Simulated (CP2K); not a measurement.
The system is ZnO.

```
Zn O
1.0
     3.80716    0.00000    0.00000
    -2.72806    2.65559    0.00000
     0.00000    0.00000    2.83849
Zn O
1 1
Direct
  0.00000 0.00000 0.00000
  0.50000 0.50000 0.50000
```

The cell was built by a generator and needn't be a form met in nature.

Base run:

```yaml
Program: CP2K 2026.2
Functional: PBE
Potentials_or_basis: POTENTIAL_UZH Zn GTH-PBE-q12, O GTH-PBE-q6; TZVP-MOLOPT-PBE-GTH basis
Density_cutoff: 9524 eV
k_mesh: 10 × 10 × 9
Occupations: fermi-dirac, width 0.05 eV
Spin: no spin polarisation
```

Its results: band gap on the k mesh none (metal or under the smearing width); pressure 0.9 GPa.

Question: After a change of settings the same cell gave: band gap on the k mesh none (metal or under the smearing width); pressure 3.1 GPa. Which change was it?
A. potentials or basis from POTENTIAL_UZH Zn GTH-PBE-q12, O GTH-PBE-q6; TZVP-MOLOPT-PBE-GTH basis to POTENTIAL_UZH Zn GTH-PBE-q12, O GTH-PBE-q6; TZV2P-MOLOPT-PBE-GTH basis; basis sets from Zn TZVP-MOLOPT-PBE-GTH-q12, O TZVP-MOLOPT-PBE-GTH-q6 to Zn TZV2P-MOLOPT-PBE-GTH-q12, O TZV2P-MOLOPT-PBE-GTH-q6
B. potentials or basis from POTENTIAL_UZH Zn GTH-PBE-q12, O GTH-PBE-q6; TZVP-MOLOPT-PBE-GTH basis to POTENTIAL_UZH Zn GTH-PBE-q12, O GTH-PBE-q6; DZVP-MOLOPT-PBE-GTH basis; basis sets from Zn TZVP-MOLOPT-PBE-GTH-q12, O TZVP-MOLOPT-PBE-GTH-q6 to Zn DZVP-MOLOPT-PBE-GTH-q12, O DZVP-MOLOPT-PBE-GTH-q6
C. potentials or basis from POTENTIAL_UZH Zn GTH-PBE-q12, O GTH-PBE-q6; TZVP-MOLOPT-PBE-GTH basis to POTENTIAL_UZH Zn GTH-PBE-q12, O GTH-PBE-q6; ccGRB-D basis; basis sets from Zn TZVP-MOLOPT-PBE-GTH-q12, O TZVP-MOLOPT-PBE-GTH-q6 to Zn ccGRB-D-q12, O ccGRB-D-q6

Answer: C.

Caveats: the basis of atomic orbitals isn't converged, which shifts pressures, moduli and gaps.
